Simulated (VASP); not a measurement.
B:

```
CELL_PARAMETERS angstrom
2.45400 1.41682 4.18900
-2.45400 1.41682 4.18900
0.00000 -2.83364 4.18900
ATOMIC_POSITIONS crystal
B 0.01040 0.65730 0.01040
B 0.01040 0.01040 0.65730
B 0.65730 0.01040 0.01040
B 0.98960 0.34270 0.98960
B 0.34270 0.98960 0.98960
B 0.98960 0.98960 0.34270
B 0.22060 0.63230 0.22060
B 0.22060 0.22060 0.63230
B 0.63230 0.22060 0.22060
B 0.77940 0.36770 0.77940
B 0.36770 0.77940 0.77940
B 0.77940 0.77940 0.36770
```

* Program: VASP 6.6.1
* Task: relaxation of cell and atoms
* Functional: RPBE
* Potentials or basis: VASP PAW PBE potentials, release 64 (B)
* Cutoff: 600 eV
* k mesh: 4 × 4 × 4
* Occupations: fermi-dirac, width 0.05 eV
* Spin: no spin polarisation

At the start: pressure 3.7 GPa; volume 7.28 Å³/atom.

Problem. How do energy, volume and symmetry change on relaxing?

Solution. Over 9 steps the energy falls by 5.7 meV/atom and the volume is 7.37 Å³/atom (+1.2 %); space group R-3m (No. 166, to 0.05 Å).

Step by step:
```tsv
step	energy change (eV)	largest force (eV/Å)	pressure (GPa)	volume (Å³)
1	0.0000	0.9602	3.72	87.39
2	0.0955	1.6271	-3.72	89.54
3	-0.0670	0.0874	0.40	88.23
4	-0.0670	0.0815	0.46	88.21
5	-0.0684	0.0417	-0.11	88.45
6	-0.0685	0.0360	0.01	88.40
7	-0.0687	0.0200	-0.01	88.43
8	-0.0687	0.0151	0.00	88.42
9	-0.0687	0.0093	0.02	88.43
```

Final structure:
```yaml
crystal:
  lattice:
    - [2.46322, 1.42214, 4.20710]
    - [-2.46322, 1.42214, 4.20710]
    - [0.00000, -2.84428, 4.20710]
  atoms:
    - { symbol: B, position: [0.01020, 0.65396, 0.01020] }
    - { symbol: B, position: [0.01020, 0.01020, 0.65396] }
    - { symbol: B, position: [0.65396, 0.01020, 0.01020] }
    - { symbol: B, position: [0.98980, 0.34604, 0.98980] }
    - { symbol: B, position: [0.34604, 0.98980, 0.98980] }
    - { symbol: B, position: [0.98980, 0.98980, 0.34604] }
    - { symbol: B, position: [0.22091, 0.63071, 0.22091] }
    - { symbol: B, position: [0.22091, 0.22091, 0.63071] }
    - { symbol: B, position: [0.63071, 0.22091, 0.22091] }
    - { symbol: B, position: [0.77909, 0.36929, 0.77909] }
    - { symbol: B, position: [0.36929, 0.77909, 0.77909] }
    - { symbol: B, position: [0.77909, 0.77909, 0.36929] }
```

Caveat: the PAW data sets were made with another functional, which shifts forces and pressure a little.
